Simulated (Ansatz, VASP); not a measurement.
# Si (a cell with a defect) in VASP and in Ansatz

```
Si
1.0
     0.00000    5.43000    5.43000
     5.43000    0.00000    5.43000
     5.43000    5.43000    0.00000
Si
17
Cartesian
  0.0001 0.0090 0.0043
  1.3562 1.3586 1.3561
  2.7062 2.7139 0.0038
  4.0674 4.0772 1.3246
  2.7087 0.0060 2.7098
  4.0685 1.3278 4.0728
  5.4461 2.6990 2.6959
  6.8178 4.0758 4.0725
  0.0017 2.7119 2.7050
  1.3182 4.0751 4.0701
  2.6848 5.4587 2.6897
  4.0691 6.8246 4.0697
  2.6866 2.6940 5.4515
  4.0699 4.0740 6.8166
  5.4503 5.4562 5.4507
  6.7786 6.7946 6.7883
  4.0626 4.0807 4.0720
```

Alike in both runs: functional PBEsol; k mesh 2 × 2 × 2; occupations fermi-dirac, width 0.02 eV; no spin polarisation.

Ansatz relaxed the structure, and its values are those at the end. VASP's run is a single point on that final structure, the one shown.

```csv
,VASP,Ansatz
version,VASP 6.6.1,Ansatz 0.2.0
potentials or method,"VASP PAW PBE potentials, release 64 (Si)","scalar-relativistic, plane waves, PAW"
plane-wave cutoff (eV),520,420
valence electrons in the cell,68,68
```

```csv
,VASP,Ansatz,Ansatz less VASP
rms of the force components (eV/Å),0.012,0.010,-0.0015
```

Ansatz warned: «pseudo_functional_mismatch».

Caveats: the k mesh is coarse (spacing up to 0.50 Å⁻¹), so the values aren't converged; the PAW data sets were made with another functional, which shifts forces and pressure a little (VASP).
